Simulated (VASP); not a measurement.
# As in VASP: relaxation of cell and atoms with PBE+D4

Aim: the relaxation of cell and atoms of As with PBE+D4.

All numbers are computed with VASP 6.6.1; they aren't measurements. Logs are shortened: lines on timing, memory, paths and dates and some standing lists are left out, and cuts for length are marked.

## 1. The sheet as given

The cell holds a sheet with vacuum, 2 atoms: a = 3.600 Å, b = 3.600 Å, c = 17.400 Å, α = 90.00°, β = 90.00°, γ = 120.00°.

The cell was built by a generator and needn't be a form met in nature.

## 2. Relaxation of cell and atoms, PBE+D4

Contents of INCAR:

```
SYSTEM = As
ALGO = Normal
EDIFF = 1E-6
EDIFFG = -0.005
ENCUT = 600
GGA = PE
IBRION = 2
ISIF = 3
ISMEAR = 0
IVDW = 13
KPAR = 2
LASPH = .TRUE.
LATTICE_CONSTRAINTS = .TRUE. .TRUE. .FALSE.
LCHARG = .FALSE.
LREAL = .FALSE.
LWAVE = .FALSE.
NELM = 120
NSW = 60
PREC = Accurate
SIGMA = 0.03
```

Contents of KPOINTS:

```
k-points
0
G
  12 12 1
  0 0 0
```

Contents of POSCAR:

```
As
1.0
    3.6000000000      0.0000000000      0.0000000000
   -1.8000000000      3.1176914500      0.0000000000
    0.0000000000      0.0000000000     17.4000000000
As
2
Direct
    0.3333330000      0.6666670000      0.4597701100
    0.6666670000      0.3333330000      0.5402298900
```

Potentials or basis: VASP PAW PBE potentials, release 64 (As).

The run is started by

```sh
> cat potpaw_PBE.64/As/POTCAR > POTCAR
> mpirun -np 2 vasp_std > vasp.out
```

OUTCAR:

```text
SYSTEM = As
   EDIFF = 1E-6
   EDIFFG = -0.005
   ENCUT = 600
   GGA = PE
   IBRION = 2
   ISIF = 3
   ISMEAR = 0
   IVDW = 13
   LASPH = .TRUE.
   LREAL = .FALSE.
   NELM = 120
   NSW = 60
   PREC = Accurate

 ion  position               nearest neighbor table
   1  0.333  0.667  0.460-   2 2.51   2 2.51   2 2.51
   2  0.667  0.333  0.540-   1 2.51   1 2.51   1 2.51

  LATTYP: Found a hexagonal cell.
 ALAT       =     3.6000000000
 C/A-ratio  =     4.8333333333

  Lattice vectors:

 A1 = (   3.6000000000,   0.0000000000,   0.0000000000)
 A2 = (  -1.8000000000,   3.1176914500,   0.0000000000)
 A3 = (   0.0000000000,   0.0000000000,  17.4000000000)

Analysis of symmetry for initial positions (statically):
=====================================================================
 Subroutine PRICEL returns:
 Original cell was already a primitive cell.

 Routine SETGRP: Setting up the symmetry group for a
 hexagonal supercell.

 Subroutine GETGRP returns: Found 12 space group operations
 (whereof 12 operations were pure point group operations)
 out of a pool of 24 trial point group operations.

The static configuration has the point symmetry D_3d.

Analysis of symmetry for dynamics (positions and initial velocities):
=====================================================================
 Subroutine PRICEL returns:
 Original cell was already a primitive cell.

 Routine SETGRP: Setting up the symmetry group for a
 hexagonal supercell.

 Subroutine GETGRP returns: Found 12 space group operations
 (whereof 12 operations were pure point group operations)
 out of a pool of 24 trial point group operations.

The dynamic configuration has the point symmetry D_3d.

 Subroutine INISYM returns: Found 12 space group operations
 (whereof 12 operations are pure point group operations),
 and found     1 'primitive' translations

----------------------------------------------------------------------------------------

                                     Primitive cell

  volume of cell :     195.2922

  direct lattice vectors                    reciprocal lattice vectors
     3.600000000  0.000000000  0.000000000     0.277777778  0.160375075  0.000000000
    -1.800000000  3.117691450  0.000000000     0.000000000  0.320750150  0.000000000
     0.000000000  0.000000000 17.400000000     0.000000000  0.000000000  0.057471264

  length of vectors
     3.600000000  3.599999997 17.400000000     0.320750150  0.320750150  0.057471264

[... 55 lines left out ...]
  0.333333  0.333333  0.000000      2.000000
   k-points           NKPTS =     19   k-points in BZ     NKDIM =     19   number of bands    NBANDS=      9
   number of dos      NEDOS =    301   number of ions     NIONS =      2
   total plane-waves  NPLWV = 126000
   dimension x,y,z NGX =    30 NGY =   30 NGZ =  140
   dimension x,y,z NGXF=    60 NGYF=   60 NGZF=  280
   ions per type =               2
   NGX,Y,Z   is equivalent  to a cutoff of  13.85, 13.85, 13.38 a.u.
   NGXF,Y,Z  is equivalent  to a cutoff of  27.71, 27.71, 26.75 a.u.
 SYSTEM =  As
   PREC   = accura    normal or accurate (medium, high low for compatibility)
   ISTART =      0    job   : 0-new  1-cont  2-samecut
   ICHARG =      2    charge: 1-file 2-atom 10-const
   ISPIN  =      1    spin polarized calculation?
   LNONCOLLINEAR =      F non collinear calculations
   LSORBIT =      F    spin-orbit coupling
   LASPH  =      T    aspherical Exc in radial PAW
   ENCUT  =  600.0 eV  44.10 Ry    6.64 a.u.   7.19  7.19 34.75*2*pi/ulx,y,z
   NELM   =    120;   NELMIN=  2; NELMDL= -5     # of ELM steps
   EDIFF  = 0.1E-05   stopping-criterion for ELM
   LREAL  =      F    real-space projection
   EDIFFG = -.5E-02   stopping-criterion for IOM
   NSW    =     60    number of steps for IOM
   IBRION =      2    ionic relax: 0-MD 1-quasi-New 2-CG
   NFREE  =      1    steps in history (QN), initial steepest desc. (CG)
   ISIF   =      3    stress and relaxation
   ISYM   =      2    0-nonsym 1-usesym 2-fastsym
   POTIM  = 0.5000    time-step for ionic-motion
   TEBEG  =    0.0;   TEEND  =   0.0 temperature during run
   PSTRESS=    0.0 pullay stress
   NELECT =      10.0000    total number of electrons
   NUPDOWN=      -1.0000    fix difference up-down
   EMIN   =  10.00;   EMAX   =-10.00  energy-range for DOS
   EFERMI =   0.00;   METHOD = LEGACY
   ISMEAR =     0;   SIGMA  =   0.03  broadening in eV -4-tet -1-fermi 0-gaus
   EFERMI_NEDOS =   21; number of points for ismear=-14 and -15
   IALGO  =     38    algorithm
   IMIX   =      4    mixing-type and parameters
     AMIX     =   0.40;   BMIX     =  1.00
     AMIX_MAG =   1.60;   BMIX_MAG =  1.00
  volume/ion in A,a.u.               =      97.65       658.95
  Fermi-wavevector in a.u.,A,eV,Ry     =   0.607920  1.148803  5.028263  0.369567
  Thomas-Fermi vector in A             =   1.662559
   LORBIT       =      0    0 simple, 1 ext, 2 COOP (PROOUT), +10 PAW based schemes
   GGA     = PE    functional components
   LHFCALC =     F    Hartree Fock is set to
   AEXX    =    0.0000 exact exchange contribution
   IVDW    =    13    specifies the selected vdW correction
   LEPSILON=     F    determine dielectric tensor
   LRPA    =     F    only Hartree local field effects (RPA)
 conjugate gradient relaxation of ions
 non-spin polarized calculation
 Gauss-broadening in eV      SIGMA  =   0.03
  energy-cutoff  :      600.00
  volume of cell :      195.29
 maximum number of plane-waves:      6540
 NGX is ok and might be reduce to    30
   NGX = 15   NGY = 15   NGZ = 69

--------------------------------------- Ionic step        1  -------------------------------------------

 number of electron      10.0000000 magnetization

 number of electron       9.9999999 magnetization

 Free energy of the ion-electron system (eV)
  ---------------------------------------------------
  ext. energy  EPLUGINS =         0.00000000
  ---------------------------------------------------
  free energy    TOTEN  =        -9.33327419 eV

  energy without entropy =       -9.33327419  energy(sigma->0) =       -9.33327419

------------------------ aborting loop because EDIFF is reached ----------------------------------------

  DFT-D4 for vdW energy calculation

  Edisp (eV):   -0.48591
[... 151 lines left out ...]
--------------------------------------- Ionic step        5  -------------------------------------------

 number of electron      10.0000000 magnetization

 Free energy of the ion-electron system (eV)
  ---------------------------------------------------
  ext. energy  EPLUGINS =         0.00000000
  ---------------------------------------------------
  free energy    TOTEN  =        -9.32816168 eV

  energy without entropy =       -9.32816168  energy(sigma->0) =       -9.32816168

 E-fermi :  -2.8674     XC(G=0):  -3.0309

 val. band max:       -3.0479706776   @ k =   0.0000   0.0000   0.0000
 cond. band min:      -1.5282534611   @ k =   0.3333   0.0000   0.0000
 fundamental gap:      1.5197172166
 Fermi energy:        -2.8673964603

 k-point     1 :       0.0000    0.0000    0.0000
  band No.  band energies     occupation
      1     -16.7475      2.00000
      2     -10.3782      2.00000
      3      -3.7919      2.00000
      4      -3.0480      2.00000
      5      -3.0480      2.00000
      6      -1.0144      0.00000
      7       0.4515      0.00000
      8       0.4515      0.00000
      9       1.7085      0.00000
[... 247 lines left out ...]
  FREE ENERGIE OF THE ION-ELECTRON SYSTEM (eV)
  ---------------------------------------------------
  free  energy   TOTEN  =        -9.8227544461 eV

  energy  without entropy=       -9.8227544461  energy(sigma->0) =       -9.82275445

 reached required accuracy - stopping structural energy minimisation
```

OSZICAR:

```text
N       E                     dE             d eps       ncg     rms          rms(c)
DAV:   1     0.656073174706E+02    0.65607E+02   -0.33410E+03   342   0.839E+02
DAV:   2    -0.378465245979E+01   -0.69392E+02   -0.64978E+02   542   0.113E+02
DAV:   3    -0.934549924640E+01   -0.55608E+01   -0.55504E+01   519   0.458E+01
[... 35 lines left out ...]
DAV:   5    -0.932821439736E+01    0.16332E-05   -0.11323E-06   409   0.708E-03    0.172E-03
DAV:   6    -0.932821416673E+01    0.23064E-06   -0.11093E-07   275   0.196E-03
   4 F= -.98227495E+01 E0= -.98227495E+01  d E =-.449048E-03
       N       E                     dE             d eps       ncg     rms          rms(c)
DAV:   1    -0.932816191741E+01    0.52480E-04   -0.48044E-05   393   0.426E-02    0.340E-03
DAV:   2    -0.932816168292E+01    0.23448E-06   -0.15086E-06   373   0.830E-03
   5 F= -.98227544E+01 E0= -.98227544E+01  d E =-.453995E-03
```

It took 41 s on 2 MPI ranks of Intel Xeon 6975P-C (Granite Rapids), shared host; peak memory 0.36 GiB.

Results:

| Item | Value |
| --- | --- |
| Free energy | -9.8228 eV |
| Relaxed volume | 95.95 Å³/atom |
| Relaxed cell | a = 3.569 Å, b = 3.569 Å, c = 17.400 Å, α = 90.00°, β = 90.00°, γ = 120.00° |
| Space group after relaxing (to 0.05 Å) | P-3m1 (No. 164) |
| Energy gained by relaxing | 1.8 meV/atom |
| Ionic steps | 5 |
| Largest force after relaxing | 0.003 eV/Å |
| Band gap on the k mesh | 1.52 eV, indirect (least direct gap 2.03 eV) |
| Dispersion energy per atom | -0.247 eV |

Forces in eV/Å, atoms in the order of the input:
```
As   0.000  0.000 -0.003
As   0.000  0.000  0.003
```

The path:
| step | energy change (eV) | largest force (eV/Å) | pressure (GPa) | volume (Å³) |
| --- | --- | --- | --- | --- |
| 1 | 0.0000 | 0.0572 | -0.25 | 195.29 |
| 2 | -0.0027 | 0.1458 | 0.13 | 191.43 |
| 3 | -0.0031 | 0.0886 | 0.02 | 192.49 |
| 4 | -0.0036 | 0.0064 | 0.01 | 191.93 |
| 5 | -0.0036 | 0.0030 | 0.00 | 191.91 |

Final structure:
```cif
data_structure
_symmetry_space_group_name_H-M 'P 1'
_symmetry_Int_Tables_number 1
_cell_length_a 3.5686
_cell_length_b 3.5686
_cell_length_c 17.4000
_cell_angle_alpha 90.000
_cell_angle_beta 90.000
_cell_angle_gamma 120.000
_cell_volume 191.91
loop_
_atom_site_label
_atom_site_type_symbol
_atom_site_fract_x
_atom_site_fract_y
_atom_site_fract_z
_atom_site_occupancy
As1 As 0.33333 0.66667 0.45965 1
As2 As 0.66667 0.33333 0.54034 1
```

Levels at points of the mesh, in eV from the valence-band top:
```csv
k point,band 2,band 3,band 4,band 5,band 6,band 7,band 8,band 9
"(0.00, 0.00, 0.00)",-7.33,-0.74,0.00,0.00,2.03,3.50,3.50,4.76
"(0.50, 0.00, 0.00)",-9.23,-3.57,-1.94,-1.72,1.92,2.99,4.47,6.14
```
